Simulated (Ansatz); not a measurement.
## One relaxed cell of CsBr at several levels

A database entry relaxed whole under r2SCAN at zero pressure (Pm-3m, No. 221):

```xyz
2
Lattice="4.3225 0.0000 0.0000 0.0000 4.3225 0.0000 0.0000 0.0000 4.3225" Properties=species:S:1:pos:R:3 pbc="T T T"
Cs    0.0000    0.0000    0.0000
Br    2.1613    2.1613    2.1613
```

Its volume is 40.38 Å³ an atom, +2.6 % against the entry's 39.37, which is old or was flagged in a check.

Single points on this cell with plane-wave PAW DFT (Ansatz 0.2.0; r2SCAN 500 eV, hybrids 420 eV; fermi-dirac occupations of width 0.020 eV; no moments): r2SCAN on a 8×8×8 Γ-centred mesh; r2SCAN with spin-orbit coupling on a 8×8×8 Γ-centred mesh; HSE06 on a 6×6×6 Γ-centred mesh; PBE0 on a 6×6×6 Γ-centred mesh.

Question: How do gap, pressure and charges move from level to level?

Answer: The runs give:

| level | gap (eV), or kind | pressure (GPa) | Bader charge of Cs (e) | Bader charge of Br (e) |
| --- | --- | --- | --- | --- |
| r2SCAN | 5.19 | 0.0 | +0.84 | -0.84 |
| r2SCAN with spin-orbit coupling | 5.02 | 0.0 | +0.84 | -0.84 |
| HSE06 | 5.60 | 0.3 | +0.84 | -0.84 |
| PBE0 | 6.30 | 0.3 | +0.84 | -0.84 |

Under r2SCAN the gap is 5.19 eV, over mesh and band path. HSE06 moves it by +0.41 eV and PBE0 by +1.11 eV; PBE0 keeps its exact exchange at long range, which widens the gap over HSE06's by 0.70 eV on their common mesh. Spin-orbit coupling moves the r2SCAN gap by -0.17 eV, which the hybrid values lack.

Caveats: the relaxation kept the start's symmetry; HSE06 is read on its mesh and at the zone's corners, PBE0 on its mesh alone; hybrid pressures are good to a few tenths of a GPa; pressure is positive in compression.
